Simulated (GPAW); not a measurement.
Set up this calculation in GPAW 26.7.0, as an ASE script.

- Task: relaxation of cell and atoms
- Functional: revPBE
- Dispersion: D4
- Potentials or basis: the program's PAW data sets (release 1.2.1) made for this functional
- Cutoff: 600 eV
- Basis: pw
- k mesh: 9 × 9 × 4
- Occupations: fermi-dirac, width 0.05 eV
- Spin: no spin polarisation
- Maxiter: 150
- Optimizer: LBFGS
- Fmax: 0.02 eV/Å
- Max steps: 40
- Convergence: density=1e-05 forces=0.0001

Crystal: MoS2.

```xyz
3
Lattice="3.2275 0.0000 0.0000 -1.6137 2.7951 0.0000 0.0000 0.0000 6.3125" Properties=species:S:1:pos:R:3 pbc="T T T"
Mo    0.0000    0.0000    3.1562
S     1.6137    0.9317    4.7008
S     0.0000    1.8634    1.6117
```

Measurements of this composition are mostly on another form, of space group No. 194.

One way to write it, as run:

run.py

```python
from ase import Atoms
from ase.calculators.mixing import SumCalculator
from ase.filters import FrechetCellFilter
from ase.io import write
from ase.optimize import LBFGS
from dftd4.ase import DFTD4
from gpaw import GPAW, PW

atoms = Atoms(['Mo', 'S', 'S'],
              cell=[[3.2274645616, 0.0, 0.0],
                    [-1.6137322808, 2.7950663001, 0.0],
                    [0.0, 0.0, 6.31247342]],
              scaled_positions=[[0.0, 0.0, 0.5],
                                [0.6666666667, 0.3333333333, 0.74468068],
                                [0.3333333333, 0.6666666667, 0.25531932]],
              pbc=True)

calc = GPAW(mode=PW(600),
            xc='revPBE',
            kpts={'size': (9, 9, 4), 'gamma': True},
            occupations={'name': 'fermi-dirac', 'width': 0.05},
            nbands=25,
            convergence={'density': 1e-05, 'forces': 0.0001},
            maxiter=150,
            txt='gpaw.txt')
atoms.calc = SumCalculator([calc, DFTD4(method='revpbe')])
opt = LBFGS(FrechetCellFilter(atoms), trajectory='relax.traj', logfile='-')
done = opt.run(fmax=0.02, steps=40)
calc.write('gs.gpw')
write('result.traj', atoms)
print('Converged:', done)
print('Cell:', atoms.cell.cellpar().round(4))
print('Volume:', round(atoms.get_volume(), 4))
print(atoms.get_scaled_positions().round(5))
```

Potentials or basis: the program's PAW data sets (release 1.2.1) made for this functional, pw.

Command:

```console
$ OMP_NUM_THREADS=1 python run.py
```

Results of the run:

The relaxed volume is 16.32 Å³/atom. The relaxed cell is a = 3.168 Å, b = 3.168 Å, c = 5.633 Å, α = 90.00°, β = 90.00°, γ = 120.00°, the space group after relaxing (to 0.05 Å) is P-3m1 (No. 164) and the energy gained by relaxing is 51.2 meV/atom. The ionic steps are 11 and the pressure after relaxing is 0.1 GPa. The largest force after relaxing is 0.006 eV/Å and the band gap on the k mesh is none (metal or under the smearing width). The dispersion energy per atom is -0.861 eV.

Caveat: later steps reuse the first step's grids.

Wall time 11 min on 1 thread of Arm Neoverse V2 (shared host), peak memory 0.55 GiB.
